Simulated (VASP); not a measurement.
## InSb in VASP 6.6.1, relaxation

INCAR

```
LREAL = .FALSE.
EDIFF = 1E-7
ISIF = 3
LASPH = .TRUE.
NSW = 40
PREC = Accurate
IBRION = 2
SIGMA = 0.02
GGA = AM
LCHARG = .FALSE.
EDIFFG = -0.05
LWAVE = .FALSE.
NELM = 61
ISMEAR = -1
NBANDS = 16
ENCUT = 600
```

KPOINTS

```
KPOINTS created by Atomic Simulation Environment
0
Gamma
6 6 6
0 0 0
```

POSCAR

```
In Sb
 1.0000000000000000
     3.6348136973999998    0.0000000000000000    0.0000000000000000
     0.0000000000000000    3.6348136973999998    0.0000000000000000
     0.0000000000000000    0.0000000000000000    3.6348136973999998
 In  Sb
   1   1
Cartesian
  0.0000000000000000  0.0000000000000000  0.0000000000000000
  1.8174068486999999  1.8174068486999999  1.8174068486999999
```

The recommended PBE PAW datasets give the neutral cell 18 valence electrons.

Command

```
mpirun -np 1 vasp_std
```

OSZICAR

```
N       E                     dE             d eps       ncg     rms          rms(c)
DAV:   1     0.117046439813E+03    0.11705E+03   -0.86103E+03   640   0.138E+03
DAV:   2    -0.598276916419E+00   -0.11764E+03   -0.11370E+03   784   0.319E+02
DAV:   3    -0.667019934966E+01   -0.60719E+01   -0.60418E+01   784   0.691E+01
DAV:   4    -0.682360062388E+01   -0.15340E+00   -0.15336E+00   856   0.114E+01
DAV:   5    -0.683212323427E+01   -0.85226E-02   -0.85224E-02   960   0.226E+00    0.332E+00
DAV:   6    -0.678614054350E+01    0.45983E-01   -0.74057E-02   848   0.528E+00    0.182E+00
DAV:   7    -0.677701441133E+01    0.91261E-02   -0.19423E-02   888   0.220E+00    0.390E-01
DAV:   8    -0.677603623955E+01    0.97817E-03   -0.17812E-03   896   0.594E-01    0.110E-01
DAV:   9    -0.677599142113E+01    0.44818E-04   -0.13761E-04   944   0.131E-01    0.377E-02
DAV:  10    -0.677598925605E+01    0.21651E-05   -0.11564E-05   880   0.566E-02    0.154E-02
...
DAV:   1    -0.694614808550E+01   -0.13011E+00   -0.28895E+00   824   0.275E+01    0.216E+00
DAV:   2    -0.683924892637E+01    0.10690E+00   -0.21744E-01   808   0.918E+00    0.751E-01
DAV:   3    -0.682349857177E+01    0.15750E-01   -0.42594E-02   832   0.363E+00    0.319E-01
DAV:   4    -0.682303114866E+01    0.46742E-03   -0.15378E-03   656   0.302E-01    0.182E-01
DAV:   5    -0.682290266783E+01    0.12848E-03   -0.18509E-04   792   0.108E-01    0.720E-02
DAV:   6    -0.682289950910E+01    0.31587E-05   -0.52560E-05   824   0.630E-02    0.166E-02
DAV:   7    -0.682289841807E+01    0.10910E-05   -0.20584E-06   848   0.153E-02    0.534E-03
DAV:   8    -0.682289829214E+01    0.12593E-06   -0.18412E-07   720   0.464E-03    0.102E-03
DAV:   9    -0.682289827901E+01    0.13129E-07   -0.70871E-09   416   0.762E-04
   3 F= -.68228983E+01 E0= -.68224020E+01  d E =-.469099E-01
```

Standard output (part)

```
POSCAR found type information on POSCAR InSb
 POSCAR found :  2 types and       2 ions
 LDA part: xc-table for (Slater+PW92), standard interpolation
 POSCAR, INCAR and KPOINTS ok, starting setup
 WAVECAR not read
 entering main loop
 curvature:   0.00 expect dE= 0.000E+00 dE for cont linesearch  0.000E+00
 search vector abs. value=  0.136E+00
 bond charge predicted
 trial-energy change:   -0.040049  1 .order   -0.043727   -0.135678    0.048225
 bond charge predicted
 curvature:  -0.37 expect dE=-0.768E-09 dE for cont linesearch -0.768E-09
 search vector abs. value=  0.220E-08
 reached required accuracy - stopping structural energy minimisation
```

From OUTCAR

```
k-points           NKPTS =     20   k-points in BZ     NKDIM =     20   number of bands    NBANDS=     16

   NELECT =      18.0000    total number of electrons

   dimension x,y,z NGX =    30 NGY =   30 NGZ =   30
   dimension x,y,z NGXF=    60 NGYF=   60 NGZF=   60

  energy-cutoff  :      600.00
  volume of cell :       51.50
      direct lattice vectors                 reciprocal lattice vectors
     3.720440120 -0.000000000 -0.000000000     0.268785404 -0.000000000  0.000000000
     0.000000000  3.720440120  0.000000000     0.000000000  0.268785404  0.000000000
    -0.000000000 -0.000000000  3.720440120     0.000000000 -0.000000000  0.268785404

 k-points in reciprocal lattice and weights: KPOINTS created by Atomic Simulation Env
   0.00000000  0.00000000  0.00000000       0.005
   0.16666667  0.00000000  0.00000000       0.028
   0.33333333  0.00000000  0.00000000       0.028
   0.50000000  0.00000000  0.00000000       0.014
   0.16666667  0.16666667  0.00000000       0.056
   0.33333333  0.16666667  0.00000000       0.111
   0.50000000  0.16666667  0.00000000       0.056
   0.33333333  0.33333333  0.00000000       0.056
   ...

 E-fermi :   8.1772

 k-point     1 :       0.0000    0.0000    0.0000
  band No.  band energies     occupation
      1      -6.3690      2.00000
      2      -6.3690      2.00000
      3      -6.2344      2.00000
      4      -6.2344      2.00000
      5      -6.2344      2.00000
      6      -3.6237      2.00000
      7       6.3310      2.00000
      8       7.4840      2.00000
      9       7.4840      2.00000
     10       7.4840      2.00000
     11      12.1858      0.00000
     12      12.1858      0.00000
     13      17.0247      0.00000
     14      17.0247      0.00000
     15      17.0247      0.00000
     16      20.6554      0.00000

 k-point     2 :       0.1667    0.0000    0.0000
  band No.  band energies     occupation
      1      -6.3667      2.00000
      2      -6.3388      2.00000
      3      -6.2489      2.00000
      4      -6.2489      2.00000
      5      -6.2337      2.00000
      6      -3.3404      2.00000
      7       4.4200      2.00000
      8       7.8181      2.00000
      9       7.8181      2.00000
     10       8.3237      0.00132
     11      12.4077      0.00000
     12      13.9266      0.00000
     13      15.5819      0.00000
     14      15.6672      0.00000
     15      15.6672      0.00000
     16      18.5604      0.00000

 k-point     3 :       0.3333    0.0000    0.0000
  band No.  band energies     occupation
      1      -6.3620      2.00000
      2      -6.2793      2.00000
      3      -6.2778      2.00000
      4      -6.2778      2.00000
      5      -6.2323      2.00000
      6      -2.5525      2.00000
      7       2.0387      2.00000
      8       8.7311      0.00000
      9       8.7311      0.00000
     10       9.3151      0.00000
     11      12.8354      0.00000
     12      13.0491      0.00000
     13      13.4144      0.00000
     14      13.4144      0.00000
     15      16.3919      0.00000
     16      18.0801      0.00000

 ...

  Total       -0.0001704     -0.0001704     -0.0001704      0.0000000      0.0000000     -0.0000000
  in kB       -0.0053012     -0.0053012     -0.0053012      0.0000000      0.0000000     -0.0000000
  external PRESSURE =      -0.0053012 kB  Pullay stress =       0.0000000 kB

 POSITION                                       TOTAL-FORCE (eV/Angst)
 -----------------------------------------------------------------------------------
      0.00000      0.00000      0.00000        -0.000000     -0.000000      0.000000
      1.86022      1.86022      1.86022         0.000000      0.000000      0.000000
 -----------------------------------------------------------------------------------
    total drift:                                0.000000     -0.000000     -0.000000

  FREE ENERGIE OF THE ION-ELECTRON SYSTEM (eV)
  ---------------------------------------------------
  free  energy   TOTEN  =        -6.8228982790 eV

  energy  without entropy=       -6.8219056782  energy(sigma->0) =       -6.82240198
```

| ionic step | ΔE (meV/atom) | volume (Å³) | largest force (eV/Å) | pressure (GPa) | electronic steps |
| --- | --- | --- | --- | --- | --- |
| 1 | 0.0 | 48.02 | 0.000 | 4.57 | 13 |
| 2 | -20.0 | 52.94 | 0.000 | -1.47 | 9 |
| 3 | -23.5 | 51.50 | 0.000 | 0.00 | 9 |

It converged. Results: relaxed cell vector lengths 3.720, 3.720, 3.720 Å; relaxed cell volume 51.50 Å³.

For comparison, a separate PBE relaxation on usual settings, not on those above, ends at 54.70 Å³.

The run above took about 51 s on one core of a shared host (Intel Xeon Platinum 8488C) and held 0.18 GiB at most.
